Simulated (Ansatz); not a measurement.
## Computed energy over volume and axial ratio: LaAlO3 (cubic perovskite)

LaAlO3 (cubic perovskite)

Space group Pm-3m (No. 221); a = b = c = 3.787 Å, α = β = γ = 90.00°

```csv
atom,site,symmetry,x,y,z
La,1a,m-3m,0.0000,0.0000,0.0000
Al,1b,m-3m,0.5000,0.5000,0.5000
O,3c,4/mm.m,0.0000,0.5000,0.5000
```

Grid over V/V₀ and (c/a)/(c/a)₀, subscript 0 meaning the relaxed cell; the conventional c axis lies along z; no internal relaxation.

Calculation: r2SCAN (plane waves to 500 eV, PAW, scalar-relativistic; Ansatz, a program for electronic structure). k mesh 9×9×9 (Γ-centred), Fermi-Dirac smearing 0.05 eV. E stands for the smeared free energy. Stress and pressure are positive under compression. LaAlO3 is run without spin polarisation. LaAlO3 was relaxed with its symmetry unable to fall. This is a high-temperature form of LaAlO3. ΔE is measured from the relaxed starting cell.

ΔE (eV/atom), with V/V₀ across and (c/a)/(c/a)₀ down:

```csv
(c/a)/(c/a)₀ \ V/V₀,0.920,0.960,1.000,1.040,1.080
0.880,0.1664,0.1136,0.0905,0.0915,0.1121
0.940,0.0787,0.0351,0.0202,0.0286,0.0560
1.000,0.0532,0.0124,0.0000,0.0107,0.0402
1.060,0.0749,0.0316,0.0169,0.0256,0.0532
1.120,0.1349,0.0843,0.0632,0.0660,0.0884
```

P (GPa), with V/V₀ across and (c/a)/(c/a)₀ down:

```
(c/a)/(c/a)₀ \ V/V₀  0.920  0.960  1.000  1.040  1.080
-------------------  -----  -----  -----  -----  -----
0.880                 25.7   13.6    3.8   -4.2  -10.8
0.940                 22.2   10.4    0.9   -6.9  -13.2
1.000                 21.1    9.4    0.0   -7.7  -13.9
1.060                 22.1   10.3    0.8   -6.9  -13.2
1.120                 24.9   12.8    3.1   -4.9  -11.4
```

Read from the data:

Shear modulus C′ = (C11 − C12)/2 (fit, atoms clamped): 112 GPa
Lowest place on the grid: V/V₀ = 1.000, (c/a)/(c/a)₀ = 1.000 (0.0 meV/atom)
Highest place on the grid: V/V₀ = 0.920, (c/a)/(c/a)₀ = 0.880 (166.4 meV/atom)

(Under strain, the slope of the energy per volume gives the stress and its curvature an elastic modulus.)
